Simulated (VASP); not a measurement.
Cr, 1 atom in the cell. The typed cell holds 1 atom: a = 2.574 Å, b = 2.551 Å, c = 2.573 Å, α = 108.79°, β = 110.52°, γ = 108.57°.  The cell isn't the ideal one: cell strained at random at fixed volume.

* Program: VASP 6.6.1
* Task: density of states
* Functional: LDA
* Potentials or basis: VASP PAW LDA potentials, release 64 (Cr_pv)
* Cutoff: 520 eV
* k mesh: 12 × 12 × 12
* Occupations: gaussian, width 0.1 eV
* Spin: no spin polarisation
* Hubbard terms: Cr d U = 5 eV
* Further INCAR settings: ALGO = Normal; EDIFF = 1.00e-06; NBANDS = 12

Potentials or basis: VASP PAW LDA potentials, release 64 (Cr_pv).

Run with:

```console
$ python run.py
```

Hardware: 1 thread of Intel(R) Xeon(R) Platinum 8488C (Sapphire Rapids) (shared host).

Estimate the wall time of this run.

It took 91 s on 1 thread of Intel(R) Xeon(R) Platinum 8488C (Sapphire Rapids), with other jobs on the host, peak memory 0.23 GiB. Counts: scf iterations 15, k points 868.
